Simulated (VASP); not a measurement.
# CdTe (F-43m) in VASP: notebook, part 2 of 2

VASP 6.6.1.

### Step 3. Single point, PBEsol+D4

This run uses another cell than the first one, of 33.41 Å³/atom, 1.015 times its volume.

The input, INCAR:

```
SYSTEM = CdTe
PREC = Accurate
ENCUT = 520
EDIFF = 1E-6
ISMEAR = -1
SIGMA = 0.05
LREAL = .False.
LASPH = .True.
NELM = 100
ALGO = Normal
ISIF = 2
LWAVE = .False.
LCHARG = .True.
GGA = PS
IVDW = 13
LELF = .True.
LVHAR = .True.
NBANDS = 16
```

The input, KPOINTS:

```
regular mesh
0
Gamma
  7 7 7
  0 0 0
```

The input, POSCAR:

```
CdTe
1.0
    0.0000000000      3.2206114393      3.2206114393
    3.2206114393      0.0000000000      3.2206114393
    3.2206114393      3.2206114393      0.0000000000
Te Cd
1 1
Direct
    0.7500000000      0.7500000000      0.7500000000
    0.0000000000      0.0000000000      0.0000000000
```

Potentials or basis: VASP PAW PBE potentials, release 64 (Te, Cd).

Started as:

```sh
> cat potpaw_PBE.64/Te/POTCAR potpaw_PBE.64/Cd/POTCAR > POTCAR
> mpirun -np 1 vasp_std > vasp.out
```

OUTCAR:

```text
SYSTEM = CdTe
   PREC = Accurate
   ENCUT = 520
   EDIFF = 1E-6
   ISMEAR = -1
   LREAL = .False.
   LASPH = .True.
   NELM = 100
   ISIF = 2
   GGA = PS
   IVDW = 13

 ion  position               nearest neighbor table
   1  0.750  0.750  0.750-   2 2.79   2 2.79   2 2.79   2 2.79
   2  0.000  0.000  0.000-   1 2.79   1 2.79   1 2.79   1 2.79

  LATTYP: Found a face centered cubic cell.
 ALAT       =     6.4412228786

  Lattice vectors:

 A1 = (   0.0000000000,   3.2206114393,   3.2206114393)
 A2 = (   3.2206114393,   0.0000000000,   3.2206114393)
 A3 = (   3.2206114393,   3.2206114393,   0.0000000000)

[... 557 lines left out ...]

  DFT-D4 for vdW energy calculation

  Edisp (eV):   -0.43568

  FORCE on cell =-STRESS in cart. coord.  units (eV):
  Direction    XX          YY          ZZ          XY          YZ          ZX
  --------------------------------------------------------------------------------------
  -------------------------------------------------------------------------------------
  Total       0.06510     0.06510     0.06510     0.00000     0.00000     0.00000
  in kB       1.56115     1.56115     1.56115     0.00000     0.00000     0.00000
  external pressure =        1.56 kB  Pullay stress =        0.00 kB

 VOLUME and BASIS-vectors are now :
 -----------------------------------------------------------------------------
  energy-cutoff  :      520.00
  volume of cell :       66.81
      direct lattice vectors                 reciprocal lattice vectors
     0.000000000  3.220611439  3.220611439    -0.155250023  0.155250023  0.155250023
     3.220611439  0.000000000  3.220611439     0.155250023 -0.155250023  0.155250023
     3.220611439  3.220611439  0.000000000     0.155250023  0.155250023 -0.155250023

 POSITION                                       TOTAL-FORCE (eV/Angst)
 -----------------------------------------------------------------------------------
      4.83092      4.83092      4.83092         0.000000     -0.000000      0.000000
      0.00000      0.00000      0.00000        -0.000000      0.000000     -0.000000
 -----------------------------------------------------------------------------------
    total drift:                                0.000000      0.000000      0.000000

  FREE ENERGIE OF THE ION-ELECTRON SYSTEM (eV)
  ---------------------------------------------------
  free  energy   TOTEN  =        -5.9174464599 eV

  energy  without entropy=       -5.9174394077  energy(sigma->0) =       -5.91744293
```

Wall time 24 s (1 thread of Intel Xeon 6975P-C, shared host); peak memory 0.22 GiB.

What came out:

```
Free energy                : -5.9174 eV
Pressure                   : 0.2 GPa
Band gap on the k mesh     : 0.72 eV, direct
Dispersion energy per atom : -0.218 eV
```

Caveat: the PAW data sets were made with another functional, which shifts forces and pressure a little; spin-orbit coupling is left out, which moves the levels of the heavy elements.

### Step 4. Single point, PBE+D3(BJ)

This run uses another cell than the first one, of 34.60 Å³/atom, 1.051 times its volume.

The input, INCAR:

```
SYSTEM = CdTe
ALGO = Normal ; EDIFF = 1E-6
ENCUT = 520 ; GGA = PE
ISIF = 2 ; ISMEAR = -1
IVDW = 12 ; LASPH = .True.
LCHARG = .False. ; LREAL = .False.
LWAVE = .False. ; NBANDS = 16
NELM = 100 ; PREC = Accurate
SIGMA = 0.05
```

The input, KPOINTS:

```
k-points
0
Gamma
  7 7 7
  0 0 0
```

The input, POSCAR:

```
CdTe
1.0
    0.0000000000      3.2585922811      3.2585922811
    3.2585922811      0.0000000000      3.2585922811
    3.2585922811      3.2585922811      0.0000000000
Te Cd
1 1
Direct
    0.7500000000      0.7500000000      0.7500000000
    0.0000000000      0.0000000000      0.0000000000
```

Started as:

```sh
> cat potpaw_PBE.64/Te/POTCAR potpaw_PBE.64/Cd/POTCAR > POTCAR
> mpirun -np 1 vasp_std > vasp.out
```

It took 23 s on 1 thread of Intel Xeon 6975P-C, shared host; peak memory 0.22 GiB.

The run converged. Its results:

- Free energy: -5.4611 eV
- Pressure: 0.1 GPa
- Band gap on the k mesh: 0.72 eV, direct
- Dispersion energy per atom: -0.335 eV

Levels at points of the mesh, in eV from the valence-band top:
```
           k point  band 6  band 7  band 8  band 9  band 10  band 11  band 12  band 13
(0.00, 0.00, 0.00)   -7.98    0.00    0.00    0.00     0.72     4.61     4.61     4.61
```

Caveat: spin-orbit coupling is left out, which moves the levels of the heavy elements.

### Step 5. The runs side by side

```csv
task,level,cell,cutoff (eV),gap on the mesh (eV),pressure (GPa)
relaxation of cell and atoms,r2SCAN,"relaxed from a = 4.533 Å, angles 60.0°, 2 atoms",550,1.15,0.0
single point,PBEsol+D4,"a = 4.555 Å, angles 60.0°, 2 atoms",520,0.72,0.2
single point,PBE+D3(BJ),"a = 4.608 Å, angles 60.0°, 2 atoms",520,0.72,0.1
```

Alike in all rows: potentials or basis VASP PAW PBE potentials, release 64 (Te, Cd); no spin polarisation; k mesh 7 × 7 × 7; smearing fermi-dirac 0.05 eV.

Caveats: spin-orbit coupling is left out, which moves the levels of the heavy elements; the PAW data sets were made with another functional, which shifts forces and pressure a little (some runs).

Total energies depend on the potentials used, so only differences within one code and one set of settings carry meaning.

### Step 6. How close it comes

Step 3. Measured gap of CdTe: 1.607 eV (0 K; a printed reference work, data compilation). This calculation gives 0.72 eV (-0.89 eV). Spin-orbit coupling on Cd, Te is left out. The value is that of PBEsol+D4, without temperature or zero-point motion. Semilocal functionals fall short of measured gaps as a rule.

Step 4. A measured gap of CdTe is 1.607 eV (0 K; a printed reference work, data compilation); the calculated 0.72 eV misses it by -0.89 eV. Spin-orbit coupling on Cd, Te is left out. The value is that of PBE+D3(BJ), without temperature or zero-point motion. Semilocal functionals fall short of measured gaps as a rule.
